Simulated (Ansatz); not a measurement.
# TiSi2 (P6/mmm)

Level of theory: DFT PBE, scalar-relativistic, plane waves, PAW (Ansatz).

Settings: cutoff 420 eV, Γ-centred mesh 12×12×18 on the computed 3-atom cell, Gaussian smearing of 0.10 eV; no spin polarisation.

The structure is relaxed at this level of theory with its symmetry kept, and needn't be the ground state of this composition.

Space group P6/mmm (No. 191), hexagonal, a = 4.375 Å, c = 2.561 Å. Ti has 2 Ti at 2.56 Å and 12 Si at 2.83 Å; Si is surrounded by 5 Si at 2.53–2.56 Å and 6 Ti at 2.83 Å.

- Volume per atom: 14.15 Å³
- Formation energy from the elements' standard states (uncorrected): -0.253 eV/atom
- Kohn–Sham band gap: none (metal)
- Density of states at the Fermi level: 2.4 states/eV per cell
- Orbital (Löwdin) character within 0.5 eV of the Fermi level: Ti 3d 60 %, Si 3p 18 %, Si 3s 10 %, unprojected 7 %
- Bader charge by site (e): Ti (1 in the cell) 1.06, Si (2 in the cell) -0.53

The cell was found from a structure generator's guess, not taken from experiment. Löwdin shares on free-atom orbitals overweight diffuse shells.
